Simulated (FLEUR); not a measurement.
## MnO under changes of volume

One of the cells (10.999 Å³/atom); the others are scaled copies at fixed shape and fractional positions:

```xyz
2
Lattice="0.0000 2.2239 2.2239 2.2239 0.0000 2.2239 2.2239 2.2239 0.0000" Properties=species:S:1:pos:R:3 pbc="T T T"
Mn    0.0000    0.0000    0.0000
O     2.2239    2.2239    2.2239
```

The cell is a database's computed one.

```yaml
Program: FLEUR MaX-R8.1 (later development tree)
Functional: PBE
Potentials_or_basis: all-electron
Basis: FLAPW
Kmax: 4.27 1/bohr
k_mesh: 10 × 10 × 10
Occupations: fermi-dirac, width 0.05 eV
Spin: collinear spin, ferromagnetic start
Starting_moments: "[4.0, 0.0] μB"
```

```tsv
volume (Å³/atom)	energy over the lowest point (meV/atom)	moment (μB per cell)
10.339	?	?
10.559	6.92	4.65
10.779	2.03	4.74
10.999	0.00	4.79
11.219	1.37	4.81
11.439	6.68	4.85
11.659	14.05	4.89
```

What does the run at 10.339 Å³/atom give?

Energy over the lowest point 13.59 meV/atom; moment 4.57 μB per cell.

Worked out: A Birch-Murnaghan fit of order 3 (a polynomial in V^(-2/3)) to the other rows has its minimum at 11.00 Å³/atom with B0 = V·E''(V) = 120 GPa (rough, since the energies scatter). It gives 15.64 meV/atom at 10.339 Å³/atom, against the run's 13.59. A parabola through the other rows of the moment, of slope 0.366 μB per Å³/atom there, extrapolates to 4.59 μB, against the run's 4.57.

Energies are extrapolated to zero smearing.

Caveats: the plane-wave cutoff is short for the semicore states, which can make moduli rough; a cell with one magnetic atom can't hold antiferromagnetic order, which such compounds often take.
